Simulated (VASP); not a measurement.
Input of a VASP 6.6.1 run:

Contents of INCAR:

```
SYSTEM = DyScO3
ALGO = Normal
EDIFF = 1E-6
EDIFFG = -0.01
ENCUT = 600
GGA = PS
IBRION = 2
ISIF = 3
ISMEAR = 0
LASPH = .TRUE.
LCHARG = .FALSE.
LREAL = .FALSE.
LWAVE = .FALSE.
NELM = 150
NSW = 60
PREC = Accurate
SIGMA = 0.05
```

KPOINTS

```
k-points
0
G
  4 3 4
  0 0 0
```

POSCAR

```
DyScO3
1.0
    5.7263000000      0.0000000000      0.0000000000
    0.0000000000      7.9132000000      0.0000000000
    0.0000000000      0.0000000000      5.4494000000
Dy Sc O
4 4 12
Direct
    0.9393000000      0.2500000000      0.0172000000
    0.0607000000      0.7500000000      0.9828000000
    0.5607000000      0.7500000000      0.5172000000
    0.4393000000      0.2500000000      0.4828000000
    0.5000000000      0.0000000000      0.0000000000
    0.5000000000      0.5000000000      0.0000000000
    0.0000000000      0.0000000000      0.5000000000
    0.0000000000      0.5000000000      0.5000000000
    0.3040000000      0.9392000000      0.6926000000
    0.6960000000      0.4392000000      0.3074000000
    0.1960000000      0.0608000000      0.1926000000
    0.8040000000      0.5608000000      0.8074000000
    0.6960000000      0.0608000000      0.3074000000
    0.3040000000      0.5608000000      0.6926000000
    0.8040000000      0.9392000000      0.8074000000
    0.1960000000      0.4392000000      0.1926000000
    0.5550000000      0.2500000000      0.8804000000
    0.4450000000      0.7500000000      0.1196000000
    0.9450000000      0.7500000000      0.3804000000
    0.0550000000      0.2500000000      0.6196000000
```

Potentials or basis: VASP PAW PBE potentials, release 64 (Dy_3, Sc_sv, O), 4f in core.

The run is started by

```bash
$ cat potpaw_PBE.64/Dy_3/POTCAR potpaw_PBE.64/Sc_sv/POTCAR potpaw_PBE.64/O/POTCAR > POTCAR
$ mpirun -np 1 vasp_std > vasp.out
```

Predict the band gap on the k mesh.

4.50 eV, direct.

What does it give for the space group after relaxing (to 0.05 Å)?

Pnma (No. 62).

Final structure:
```xyz
20
Lattice="5.6900 0.0000 0.0000 0.0000 7.8639 0.0000 0.0000 0.0000 5.3852" Properties=species:S:1:pos:R:3 pbc="T T T"
Dy    5.3227    1.9660    0.1118
Dy    0.3673    5.8979    5.2734
Dy    3.2123    5.8979    2.8044
Dy    2.4777    1.9660    2.5808
Sc    2.8450    0.0000    5.3852
Sc    2.8450    3.9319    5.3852
Sc    0.0000    0.0000    2.6926
Sc    0.0000    3.9319    2.6926
O     1.7441    7.3256    3.7181
O     3.9459    3.3937    1.6671
O     1.1009    0.5383    1.0255
O     4.5890    4.4702    4.3597
O     3.9459    0.5383    1.6671
O     1.7441    4.4702    3.7181
O     4.5890    7.3256    4.3597
O     1.1009    3.3937    1.0255
O     3.1659    1.9660    4.6794
O     2.5241    5.8979    0.7058
O     5.3691    5.8979    1.9868
O     0.3209    1.9660    3.3984
```

Caveat: spin-orbit coupling is left out, which moves the levels of the heavy elements; an odd mesh through Γ misses points on the zone boundary, where band edges often lie; the 4f electrons are frozen in the core as for a trivalent ion, so they carry no moment and show no levels.
